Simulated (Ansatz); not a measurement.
Relaxation of a periodic cell of 35 atoms, Si12NO22 (host SiO2, host structure P3_221, dopant N, one O atom removed), to a largest force component of 0.03 eV/Å in at most 60 steps.

Computed with Ansatz 0.2.0, DFT PBEsol, scalar-relativistic, plane waves, PAW. Settings: PAW set soft_1, cutoff 420 eV, k mesh 2x2x1, gaussian smearing 0.02 eV, spin collinear.

```xyz
35
Lattice="-2.4582 4.2577 5.4084 4.9164 0.0000 5.4084 4.9164 8.5154 0.0000" Properties=species:S:1:pos:R:3:forces:R:3
Si 7.182 8.514 3.638 1.24 1.44 -1.12
Si 3.817 1.991 7.222 -2.63 0.09 0.37
Si 1.239 2.265 0.033 3.84 0.95 -4.36
O 6.300 9.720 4.287 0.10 -2.31 -2.50
O 0.797 4.858 7.823 -0.40 0.31 0.82
O 0.280 6.698 6.077 -0.92 0.94 -1.14
O 0.306 1.788 1.114 -1.74 -1.57 3.01
O 3.857 3.129 8.388 -1.21 -2.11 -1.47
O 0.784 3.639 4.788 -0.03 0.18 -0.43
Si 4.755 4.279 3.602 -0.42 0.76 -0.10
Si 6.231 6.249 7.186 -1.99 1.80 0.65
Si 3.748 6.541 0.027 -0.65 -0.18 -0.87
O 3.856 5.438 4.293 0.18 -1.89 -2.28
O 3.237 9.149 7.851 -0.21 -0.51 -0.10
O 2.784 11.024 6.006 0.55 0.38 1.06
O 2.716 5.971 1.207 3.27 0.36 -0.97
O 3.267 7.895 4.718 1.46 -1.20 1.65
Si -0.157 4.226 3.581 2.17 1.93 1.92
Si 1.297 6.295 7.215 0.92 -1.66 0.74
Si 3.699 6.507 5.402 4.69 2.85 -1.43
O 3.867 5.384 9.658 -0.69 1.15 0.51
O 0.785 4.898 2.397 -0.83 -1.33 1.35
O 5.223 6.801 6.057 -0.73 0.27 -0.17
O 2.803 6.017 6.488 -5.07 -1.08 5.08
O 3.773 3.158 2.998 0.07 -0.58 -0.82
O 5.662 3.673 4.753 1.06 -1.28 1.26
Si 2.339 8.494 3.631 -2.89 2.83 -1.34
Si 3.762 10.518 7.208 1.24 0.48 -0.62
Si 1.314 2.240 5.441 1.09 2.68 0.36
N 6.258 9.699 9.642 0.31 -2.07 -1.62
O 3.273 9.122 2.455 0.68 -0.29 -0.69
O 2.801 2.497 6.055 0.18 0.03 0.19
O 5.277 10.258 6.576 -2.49 -0.43 1.90
O 6.292 7.372 2.986 -0.83 -0.45 -0.50
O 8.129 7.957 4.781 0.69 -0.50 1.65
```

Problem. Where does it end, and by what steps?

Solution. The run converged. Limits of this set-up: coarse k mesh, PAW files made for another functional, a small cell, in which the defect meets its images, a typed lattice constant that wasn't relaxed here. After 11 steps the energy has fallen by 2.561 eV; O22 moved furthest, 0.41 Å. Joined: Si11–Si27 (3.09 → 2.46 Å).

| step | energy less start (eV) | largest force component (eV/Å) | accepted |
| --- | --- | --- | --- |
| 0 | 0.0000 | 5.081 | yes |
| 1 | -1.3166 | 2.919 | yes |
| 2 | -2.1366 | 0.790 | yes |
| 3 | -2.2101 | 0.872 | yes |
| 4 | -2.2344 | 1.172 | yes |
| 5 | -2.3849 | 1.113 | yes |
| 6 | -2.3747 | 1.644 | no |
| 7 | -2.5286 | 0.249 | yes |
| 8 | -2.5328 | 0.308 | yes |
| 9 | -2.5574 | 0.197 | yes |
| 10 | -2.5604 | 0.037 | yes |
| 11 | -2.5607 | 0.008 | yes |

```xyz
35
Lattice="-2.4582 4.2577 5.4084 4.9164 0.0000 5.4084 4.9164 8.5154 0.0000" Properties=species:S:1:pos:R:3
Si 7.214 8.468 3.538
Si 3.755 2.064 7.220
Si 1.330 2.256 0.090
O 6.298 9.605 4.233
O 0.800 4.854 7.809
O 0.376 6.772 6.048
O 0.356 1.814 1.305
O 3.818 3.260 8.303
O 0.816 3.622 4.717
Si 4.823 4.243 3.642
Si 6.295 6.554 7.347
Si 3.715 6.390 -0.073
O 3.965 5.404 4.355
O 3.252 9.083 7.823
O 2.766 10.861 5.916
O 2.754 6.052 1.199
O 3.129 7.801 4.671
Si -0.160 4.342 3.645
Si 1.351 6.265 7.248
Si 3.820 6.569 5.470
O 3.734 5.328 9.815
O 0.770 5.219 2.650
O 5.230 7.010 6.167
O 2.840 6.047 6.656
O 3.828 3.111 3.034
O 5.782 3.628 4.791
Si 2.194 8.331 3.428
Si 3.755 10.467 7.143
Si 1.333 2.240 5.371
N 5.989 9.437 9.540
O 3.162 9.209 2.440
O 2.812 2.511 5.979
O 5.257 10.265 6.560
O 6.215 7.390 2.853
O 8.179 7.794 4.654
```

Whether the end is a true minimum wasn't checked by a vibrational analysis.

Time of the run: 100 s on 4 threads of Arm Neoverse V1, on a shared host, peak memory 1.4 GiB.
